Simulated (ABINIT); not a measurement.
The system is Pd.

```
Pd
1.0
     0.00000    1.94650    1.94650
     1.94650    0.00000    1.94650
     1.94650    1.94650    0.00000
Pd
1
Direct
  0.00000 0.00000 0.00000
```

Base run:

- Program: ABINIT 10.8.3 (patched build)
- Functional: PBE
- Potentials or basis: JTH PAW PBE v2.0
- Cutoff: 707 eV
- k mesh: 12 × 12 × 12
- Occupations: fermi-dirac, width 0.05 eV
- Spin: no spin polarisation

Its results: band gap on the k mesh none (metal or under the smearing width); pressure 6.4 GPa.

Task: The run is repeated on the same cell with these changes: functional from PBE to LDA. What comes out?

Result: Band gap on the k mesh none (metal or under the smearing width); pressure -9.0 GPa.

LDA binds more tightly than PBE, so the same cell stands under less pressure.

Caveats: the PAW data sets were made with another functional, which shifts forces and pressure a little (some runs).
